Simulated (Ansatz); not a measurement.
# Relaxing an invented Ge structure

These are results of DFT PBE, scalar-relativistic, plane waves, PAW (Ansatz 0.2.0), not measurements. Cutoff 420 eV, Gaussian smearing, Γ-centred meshes. Cell and atoms relax first on a coarse mesh and then on a finer one. In between, the cell is made exact in the group found at 0.06 Å. In metals the finer mesh still leaves noise of several meV/atom or more. The steps can't lower the symmetry of their start. No spin polarisation.

The cell of Ge is invented: random cell by space group and Wyckoff sites (P4/nmm, No. 129). Lengths were set from tabulated atomic sizes, so they are only a guess.

```
Ge
1.0
     3.99692    0.00000    0.00000
     0.00000    3.99692    0.00000
     0.00000    0.00000    5.46538
Ge
4
Direct
  0.00000 0.00000 0.50000
  0.50000 0.50000 0.50000
  0.00000 0.50000 0.68540
  0.50000 0.00000 0.31460
```

Energies count from the standard state of Ge at the same level.

Q: Describe the relaxed structure.

A: The symmetry stays P4/nmm (No. 129). The volume per atom shrinks by 7.5 %, from 21.8 to 20.2 Å³. The shortest distance goes from 2.24 Å (Ge–Ge) to 2.76 Å (Ge–Ge). The ratio c/a of the conventional cell changes by a factor of 0.75. The energy falls by about 1.3 eV/atom (the start's value is from the coarse mesh). The end is written in a standard setting, so origin, axes and order of atoms can differ from the start's. Conventional cell: a = 4.278 Å, c = 4.416 Å. Ge on a site of symmetry -4m2 is surrounded by 4 Ge at 2.76 Å, 4 Ge at 3.02 Å and 4 Ge at 3.43 Å; Ge on a site of symmetry 4mm has 4 Ge at 2.76 Å, 4 Ge at 3.17 Å and 4 Ge at 3.43 Å.

```xyz
4
Lattice="4.2776 0.0000 0.0000 0.0000 4.2776 0.0000 0.0000 0.0000 4.4161" Properties=species:S:1:pos:R:3 pbc="T T T"
Ge    0.0000    0.0000    2.2080
Ge    2.1388    2.1388    2.2080
Ge    0.0000    2.1388    3.9451
Ge    2.1388    0.0000    0.4710
```

Q: Give its energy and gap.

A: The energy over the standard state is +0.31 eV/atom and the gap on the 12×12×10 mesh of the 4-atom cell is 0 eV (a metal).

So it is a metastable form at best.

The last run used Gaussian smearing of 0.10 eV. Symmetry constrained the relaxation, so the result can be a saddle point. In all, the 3 runs took 2.3 min on 1 thread of Intel(R) Xeon(R) 6975P-C (Granite Rapids), on a shared host. Another cell of Ge relaxed alike, in P6/mmm, lies 66 meV/atom lower, so this cell isn't the stable form at this level.
